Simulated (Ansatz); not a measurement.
# TiAl (P-6m2) in Ansatz: convergence with smearing width

Aim: find how far smearing width must go before the results for TiAl settle, at PBEsol. This setting moves, with any that are tied to it; all else stays.

Everything below comes from runs of Ansatz 0.2.0. Logs are shortened: lines on timing, memory, paths and dates and some standing lists are left out, and cuts for length are marked.

## 1. The crystal as given

It takes space group P-6m2 (No. 187, hexagonal). Conventional cell: a = 2.867 Å, b = 2.867 Å, c = 4.678 Å, α = 90.00°, β = 90.00°, γ = 120.00°. Around Ti (site symmetry -6m2) lie 6 Al at 2.87 Å and 6 Ti at 2.87 Å. Around Al (site symmetry -6m2) lie 6 Ti at 2.87 Å and 6 Al at 2.87 Å.

The cell comes from a database or a generator and needn't be the stable form of this composition.

## 2. With smearing width 0.3 eV

File input.yaml:

```yaml
crystal:
  lattice:
    - [2.8672622327, 0.0, 0.0]
    - [-1.4336311163, 2.4831219328, 0.0]
    - [0.0, 0.0, 4.678083]
  atoms:
    - { symbol: Ti, position: [0.0, 0.0, 0.0] }
    - { symbol: Al, position: [0.3333333333, 0.6666666667, 0.5] }
hamiltonian:
  xc: pbesol
  pseudopotentials: { kind: paw, source: jth, xc_functional: pbe }
kpoints:
  mp_grid: { grid: [9, 9, 5] }
scf:
  occupations: { method: methfessel_paxton, width: 0.3 }
output:
  forces: true
  stress: true
  eigenvalues: true
```

Potentials or basis: JTH PAW.

Started as:

```bash
ansatz run input.yaml --threads 2 --pin off --max-ram 5632MiB --backend cpu --events-out ev --progress --plain --runs-dir out
```

The log of the run:

```text
Warning: the checks of this Ti dataset prove no rule for summing its radial tables, as where they were carried onto another mesh than they were made on, and Gregory's rule is taken, under which a leading mesh point left out moves its sums only by what lay on the interval it spanned. That does not make them correct, and they differ from Quantum ESPRESSO's on this file; a re-export a fraction of a mesh step off can move them. hamiltonian.pseudopotentials.radial_quadrature: simpson_from_first_knot sums it by `pw.x`'s rule; on a PAW file no value gives `pw.x`'s numbers. What more to know: hamiltonian.pseudopotentials.radial_quadrature, in the input reference
Warning: the checks of this Al dataset prove no rule for summing its radial tables, as where they were carried onto another mesh than they were made on, and Gregory's rule is taken, under which a leading mesh point left out moves its sums only by what lay on the interval it spanned. That does not make them correct, and they differ from Quantum ESPRESSO's on this file; a re-export a fraction of a mesh step off can move them. hamiltonian.pseudopotentials.radial_quadrature: simpson_from_first_knot sums it by `pw.x`'s rule; on a PAW file no value gives `pw.x`'s numbers. What more to know: hamiltonian.pseudopotentials.radial_quadrature, in the input reference
Warning: RAYON_NUM_THREADS=2 ignored (pool sized by the plan → 2); use --threads N
Engine: ansatz 0.2.0, aarch64-unknown-linux-gnu
Pseudopotentials: kind: paw
Pseudopotential: Ti, paw, valence charge 12, recommended cutoff 1230 eV (normal), Ti.paw.azcp
Pseudopotential: Al, paw, valence charge 3, recommended cutoff 570 eV (normal), Al.paw.azcp
Functional definition: PBEsol
  exchange = pbesol_x
  correlation = pbesol_c
Crystal: 2 atoms, lattice volume = 33.307 Å³
Basis set: ecut = 1230 eV, 3285 PW (Γ), exchange–correlation on 72×72×108 points (8 copies of the dense FFT grid, shifted against one another)
Bands: 12, of which v1, the nominal top of the filled ones, is band 8 counted from 1 (7 counted from 0)
Symmetry: 12 space group operations
Space group: P-6m2 (ITA 187), of the structure as read, at distance tolerance 3.2e-5 Å
k-points: 36 of 405 (time reversal used)
Non-local potential: Ti, projectors of the file, l = 0: 2, l = 1: 2, l = 2: 2
Non-local potential: Al, projectors of the file, l = 0: 2, l = 1: 2
PAW form: soft (Blöchl's): semilocal exchange-correlation on the pseudo side does not see the compensation charge
PAW frozen core: Ti, regenerated for the run's functional, and the local potential with it (the file was generated under x = pbe(κ = 0.804, μ = 0.2195149727645171), c = pbe(β = 0.06672455060314922))
PAW frozen core: Al, regenerated for the run's functional, and the local potential with it (the file was generated under x = pbe(κ = 0.804, μ = 0.2195149727645171), c = pbe(β = 0.06672455060314922))
PAW one-centre angular grid: Ti, 590 points (default); XC on 64 Gauss nodes
PAW one-centre angular grid: Al, 110 points (default); XC on 64 Gauss nodes
Initial density: superposition of atomic densities (chi_scale 0.1, normalization cell, long waves kept (reshape's long-wave potential 0.00 eV rms))
Initial wavefunctions: pseudopotential atomic-orbital guess
Functional: x = pbesol(κ = 0.804, μ = 0.12345679012345678), c = pbesol(β = 0.046)
SCF iter   1: F=—  HF=-3000.232291 eV  |F-HF|=—  |Δ(HF+E_count)|=         —  Δρ=1.15e-1  dr2=6.43e0  ethr=3.10e-3  ⟨swp⟩=7.8  Hψ=3599  notcnv=0
preconditioner: auto → none  [metal: Δε(μ)=0.040 eV  Ē_g=6.125 eV  σ=0.300 eV  W_gap=0.11  n_scr=2 (ndim 8)  ℏωp=17.0 eV  f_vac=0.002  D(μ)=1.44/eV (n_scr^D=10)  sad-step TF]
SCF iter   2: F=—  HF=-2999.139268 eV  |F-HF|=—  |Δ(HF+E_count)|=    1.09e0  S|Δr|=    0.00e0  Δρ=6.74e-2  dr2=2.21e0  ethr=3.10e-3  ⟨swp⟩=2.1  Hψ=1082  notcnv=0  defer=6
SCF iter   3: F=—  HF=-2998.647096 eV  |F-HF|=—  |Δ(HF+E_count)|=   4.92e-1  S|Δr|=    0.00e0  Δρ=1.13e-2  dr2=3.49e-2  ethr=3.10e-3  ⟨swp⟩=3.4  Hψ=991  notcnv=0  defer=6
SCF iter   4: F=—  HF=-2998.639476 eV  |F-HF|=—  |Δ(HF+E_count)|=   7.62e-3  S|Δr|=    0.00e0  Δρ=3.86e-3  dr2=1.28e-2  ethr=2.32e-4  ⟨swp⟩=2.2  Hψ=1065  notcnv=0  defer=1
SCF iter   5: F=—  HF=-2998.636265 eV  |F-HF|=—  |Δ(HF+E_count)|=   3.21e-3  S|Δr|=    0.00e0  Δρ=1.63e-3  dr2=1.14e-3  ethr=8.55e-5  ⟨swp⟩=2.2  Hψ=538  notcnv=0
SCF iter   6: F=—  HF=-2998.636034 eV  |F-HF|=—  |Δ(HF+E_count)|=   2.31e-4  S|Δr|=    0.00e0  Δρ=3.53e-4  dr2=4.69e-5  ethr=7.62e-6  ⟨swp⟩=2.8  Hψ=693  notcnv=0
SCF iter   7: F=—  HF=-2998.635962 eV  |F-HF|=—  |Δ(HF+E_count)|=   7.22e-5  S|Δr|=    0.00e0  Δρ=5.53e-5  dr2=1.18e-6  ethr=3.13e-7  ⟨swp⟩=2.2  Hψ=560  notcnv=0
SCF iter   8: F=-2998.635962 eV  HF=-2998.635962 eV  |F-HF|=1.96e-10  |Δ(HF+E_count)|=   1.83e-7  S|Δr|=    0.00e0  Δρ=2.31e-6  dr2=9.08e-10  ethr=6.67e-10  ⟨swp⟩=7.4  Hψ=2718  notcnv=0
SCF 1 converged in 8 iterations: F = -2998.635962 eV  dr2 = 9.08e-10
SCF converged after 8 iterations
Stability not checked: this state was not tested for a lower state beside it, because cold or Methfessel-Paxton smearing, or corrected tetrahedra, fill the levels in a way that the test cannot read (fill_not_monotonic; see scf.lower_state_search)
Free energy (F): -2998.635962 eV
Harris-Foulkes:  -2998.635962 eV  (|F-HF|=1.96e-10)
Internal energy: -2998.625921 eV  (E = F + TS)
E sigma→0 (E₀):  -2998.633452 eV
Entropy (-TS):   -0.010041 eV (-5.020 meV/atom)
Fermi energy:    10.529203 eV
--- Per-component energies (eV) ---
  E_band       = -167.862481
  E_kinetic    = 232.848763
  E_local      = -1218.085943  (includes V_loc(G=0)·N_el)
  E_nonlocal   = 140.816161
  E_hartree    = 476.978988
  E_xc         = -116.494891
  E_vxc        = -128.266523  (∫ρ·V_xc dr)
  E_paw        = -1472.864087  (= ΣΔE_a)
  E_vpaw       = -149.131976  (= ΣTr[D̂ρ^β])
  E_aug_tail   = -0.000012  (compensation charges beyond the density's cutoff)
  E_ewald      = -1041.983494
  E_core_change = 0.158594  (= ΣΔE_core)
  E_smearing   = -0.010041  (= −TS)
  E_closure    = 0.000000  (closes the sum)
  Σ components = -2998.635962   (vs F -2998.635962, Δ=0.00e0)
--- Forces (eV/Å), atoms counted from 1 ---
  atom   1  Ti    -0.00000000     0.00000000     0.00000000
  atom   2  Al     0.00000000     0.00000000    -0.00000000
  max |Σ_I F_I| component: 5.09e-17 eV/Å
--- Stress (GPa, compression-positive) ---
       -2.554335       0.000000       0.000000
        0.000000      -2.554335       0.000000
        0.000000       0.000000      -3.248314
  P = ⅓ Tr σ = -2.7857 GPa (-27.857 kbar)
--- Band table (eV; the first three rows and the last of 36) ---
  k-point 0: bands = ["-45.7554", "-22.2002", "-21.7574", "-21.7574", "1.5504", "8.1938", "8.6591", "11.7964", "11.7964", "13.2746", "13.2746", "14.3952"]
  k-point 1: bands = ["-45.7554", "-22.2018", "-21.7574", "-21.7574", "1.7919", "6.7941", "9.5703", "11.8009", "11.8009", "13.2482", "13.2482", "15.1935"]
  k-point 2: bands = ["-45.7553", "-22.2043", "-21.7574", "-21.7574", "2.3229", "5.4481", "10.0144", "11.8082", "11.8082", "13.2063", "13.2063", "16.8562"]
  k-point 35: bands = ["-45.6457", "-22.1664", "-22.1631", "-22.0941", "8.5182", "8.5616", "9.5667", "9.8938", "10.5121", "12.0778", "13.5898", "14.6103"]
```

It took 3.2 s on 2 threads of Arm Neoverse V2, shared host; peak memory 0.4 GiB.

What came out:

* Free energy: -2998.6360 eV
* Pressure: -2.8 GPa
* Band gap on the k mesh: none (metal or under the smearing width)

## 3. With smearing width 0.2 eV

Changes to input.yaml since step 2:

```diff
@@ -14,3 +14,3 @@
 scf:
-  occupations: { method: methfessel_paxton, width: 0.3 }
+  occupations: { method: methfessel_paxton, width: 0.2 }
 output:
```

Potentials or basis: JTH PAW.

Started as:

```bash
ansatz run input.yaml --threads 2 --pin off --max-ram 5632MiB --backend cpu --events-out ev --progress --plain --runs-dir out
```

Run time: 3.3 s. Hardware: 2 threads of Arm Neoverse V2, shared host; peak memory 0.4 GiB.

What came out:

| Property | Result |
| --- | --- |
| Free energy | -2998.6323 eV |
| Pressure | -2.8 GPa |
| Band gap on the k mesh | none (metal or under the smearing width) |

## 4. With smearing width 0.15 eV

Changes to input.yaml since step 3:

```diff
@@ -14,3 +14,3 @@
 scf:
-  occupations: { method: methfessel_paxton, width: 0.2 }
+  occupations: { method: methfessel_paxton, width: 0.15 }
 output:
```

Started as:

```bash
ansatz run input.yaml --threads 2 --pin off --max-ram 5632MiB --backend cpu --events-out ev --progress --plain --runs-dir out
```

It took 3.4 s on 2 threads of Arm Neoverse V2, shared host; peak memory 0.4 GiB.

Results:

```yaml
Free_energy: -2998.6304 eV
Pressure: -2.9 GPa
Band_gap_on_the_k_mesh: none (metal or under the smearing width)
```

## 5. With smearing width 0.1 eV

Changes to input.yaml since step 4:

```diff
@@ -14,3 +14,3 @@
 scf:
-  occupations: { method: methfessel_paxton, width: 0.15 }
+  occupations: { method: methfessel_paxton, width: 0.1 }
 output:
```

Started as:

```bash
ansatz run input.yaml --threads 2 --pin off --max-ram 5632MiB --backend cpu --events-out ev --progress --plain --runs-dir out
```

Wall time 3.5 s (2 threads of Arm Neoverse V2, shared host); peak memory 0.4 GiB.

What came out:

- Free energy: -2998.6288 eV
- Pressure: -2.9 GPa
- Band gap on the k mesh: none (metal or under the smearing width)

## 6. With smearing width 0.05 eV

Changes to input.yaml since step 5:

```diff
@@ -14,3 +14,3 @@
 scf:
-  occupations: { method: methfessel_paxton, width: 0.1 }
+  occupations: { method: methfessel_paxton, width: 0.05 }
 output:
```

Potentials or basis: JTH PAW.

Started as:

```bash
ansatz run input.yaml --threads 2 --pin off --max-ram 5632MiB --backend cpu --events-out ev --progress --plain --runs-dir out
```

Wall time 3.3 s (2 threads of Arm Neoverse V2, shared host); peak memory 0.4 GiB.

Results (log left out):

```
Free energy            : -2998.6277 eV
Pressure               : -3.0 GPa
Band gap on the k mesh : none (metal or under the smearing width)
```

## 7. With smearing width 0.025 eV

Changes to input.yaml since step 6:

```diff
@@ -14,3 +14,3 @@
 scf:
-  occupations: { method: methfessel_paxton, width: 0.05 }
+  occupations: { method: methfessel_paxton, width: 0.025 }
 output:
```

Started as:

```bash
ansatz run input.yaml --threads 2 --pin off --max-ram 5632MiB --backend cpu --events-out ev --progress --plain --runs-dir out
```

It took 3.9 s on 2 threads of Arm Neoverse V2, shared host; peak memory 0.4 GiB.

It converged, with:

* Free energy: -2998.6274 eV
* Pressure: -3.1 GPa
* Band gap on the k mesh: none (metal or under the smearing width)

## 8. With smearing width 0.01 eV

Changes to input.yaml since step 7:

```diff
@@ -14,3 +14,3 @@
 scf:
-  occupations: { method: methfessel_paxton, width: 0.025 }
+  occupations: { method: methfessel_paxton, width: 0.01 }
 output:
```

Started as:

```bash
ansatz run input.yaml --threads 2 --pin off --max-ram 5632MiB --backend cpu --events-out ev --progress --plain --runs-dir out
```

It took 3.6 s on 2 threads of Arm Neoverse V2, shared host; peak memory 0.4 GiB.

It converged, with:

```yaml
Free_energy: -2998.6273 eV
Pressure: -3.1 GPa
Band_gap_on_the_k_mesh: none (metal or under the smearing width)
```

## 9. With smearing width 0.005 eV

Changes to input.yaml since step 8:

```diff
@@ -14,3 +14,3 @@
 scf:
-  occupations: { method: methfessel_paxton, width: 0.01 }
+  occupations: { method: methfessel_paxton, width: 0.005 }
 output:
```

Potentials or basis: JTH PAW.

Started as:

```bash
ansatz run input.yaml --threads 2 --pin off --max-ram 5632MiB --backend cpu --events-out ev --progress --plain --runs-dir out
```

Wall time 3.8 s (2 threads of Arm Neoverse V2, shared host); peak memory 0.4 GiB.

It converged, with:

- Free energy: -2998.6273 eV
- Pressure: -3.1 GPa
- Band gap on the k mesh: none (metal or under the smearing width)

## 10. Result

```csv
smearing width,"energy less the tightest run, at zero smearing (meV/atom)",pressure (GPa),SCF cycles,CPU time (s),peak memory (GiB)
0.3 eV,-3.10,-2.79,8,6.3,0.4
0.2 eV,-1.53,-2.83,8,6.4,0.4
0.15 eV,-0.93,-2.87,8,6.7,0.4
0.1 eV,-0.41,-2.94,9,6.7,0.4
0.05 eV,-0.17,-3.02,8,6.3,0.4
0.025 eV,-0.08,-3.07,9,7.5,0.4
0.01 eV,-0.03,-3.07,10,6.9,0.4
0.005 eV,0.00,-3.06,12,7.5,0.4
```

Against the tightest run, the energy stays within 1 meV/atom from 0.15 eV on; the pressure stays within 0.1 GPa from 0.05 eV on. Narrower smearing needs a denser k mesh, so at a fixed mesh the narrowest width isn't the most accurate. The tightest run that finished is the yardstick and may itself not be fully converged.
